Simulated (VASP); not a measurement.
Input:

```yaml
crystal:
  lattice:
    - [0.00000, 3.07000, 3.07000]
    - [3.07000, 0.00000, 3.07000]
    - [3.07000, 3.07000, 0.00000]
  atoms:
    - { symbol: Al, position: [0.00000, 0.00000, 0.00000] }
    - { symbol: Sb, position: [0.25000, 0.25000, 0.25000] }
```

Computed with PBE GGA, VASP's PBE PAW potentials (set 64) (plane waves; VASP). Numerical set-up: 400 eV cut-off, 6×6×6 Γ-centred mesh, Gaussian smearing of 0.050 eV, potentials Al Sb.

Q: Give the stress tensor in GPa (positive for a compressed cell).

A: 
```
2.46  0.00  0.00
0.00  2.46  0.00
0.00  0.00  2.46
```
The pressure is its mean diagonal, 2.46 GPa.

The compound is AlSb in the zinc blende structure. The cell was not relaxed at this level.
